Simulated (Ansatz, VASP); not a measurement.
**Two plane-wave programs on BN**

```
B N
1.0
     2.53600    0.00000    0.00000
    -1.26800    2.19624    0.00000
     0.00000    0.00000    4.19900
B N
2 2
Direct
  0.66667 0.33333 0.00000
  0.33333 0.66667 0.50000
  0.66667 0.33333 0.37500
  0.33333 0.66667 0.87500
```

Measurements of this composition are mostly on another form, of space group No. 194.

Alike in both runs: task relaxation of the atoms; functional PBE; k mesh 12 × 12 × 7; occupations fermi-dirac, width 0.02 eV; no spin polarisation.

|  | VASP | Ansatz |
| --- | --- | --- |
| version | VASP 6.6.1 | Ansatz 0.2.0 |
| potentials or method | VASP PAW PBE potentials, release 64 (B, N) | plane-wave PAW, scalar-relativistic |
| plane-wave cutoff (eV) | 520 | 420 |
| valence electrons in the cell | 16 | 16 |

|  | VASP | Ansatz | Ansatz less VASP |
| --- | --- | --- | --- |
| gap on the k mesh at the Fermi level, each at its own relaxed structure (eV) | 5.16 | 5.18 | +0.019 |

Ansatz warned: «stress_scf_threshold_loose».

Caveats: an odd mesh through Γ misses points on the zone boundary, where band edges often lie.
